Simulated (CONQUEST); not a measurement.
**BP under changes of volume**

One of the cells (11.682 Å³/atom); the others are scaled copies at fixed shape and fractional positions:

```
P B
1.0
     3.20885    0.00000    0.00000
     0.00000    3.20885    0.00000
     0.00000    0.00000    4.53800
P B
2 2
Direct
  0.00000 0.50000 0.25000
  0.50000 0.00000 0.75000
  0.00000 0.00000 0.00000
  0.50000 0.50000 0.50000
```

```yaml
Program: CONQUEST 1.3
Functional: PBE
Potentials_or_basis: PseudoDojo NC PBE, SZ, grid of 32 × 32 × 48 points
k_mesh: 8 × 8 × 6
Occupations: fermi-dirac, width 0.05 eV
Spin: no spin polarisation
```

```tsv
volume (Å³/atom)	energy over the lowest point (meV/atom)	pressure (GPa)	gap on the mesh (eV)
10.981	161.19	32.1	3.53
11.214	118.11	27.0	3.52
11.448	82.34	22.2	3.50
11.682	?	?	?
11.915	29.95	13.9	3.47
12.149	12.43	10.3	3.45
12.383	0.00	6.9	3.43
```

**Question.** What does the run at 11.682 Å³/atom give?

**Answer.** Energy over the lowest point 53.07 meV/atom; pressure 18.0 GPa; gap on the mesh 3.48 eV.

Worked out: A Birch-Murnaghan fit of order 3 (a polynomial in V^(-2/3)) to the other rows has no minimum within the range. It gives 53.03 meV/atom at 11.682 Å³/atom, against the run's 53.07, and -dE/dV = 17.9 GPa, against 18.0. A straight line through the other rows of the gap, of slope -0.837 eV per unit of ln V, gives 3.48 eV, against the run's 3.48.

Energies are extrapolated to zero smearing.

Caveats: the atomic basis is small; the basis of atomic orbitals isn't converged, which shifts pressures, moduli and gaps; the real-space grid breaks the cell's symmetry a little (some runs).

A mesh can miss the band edges.
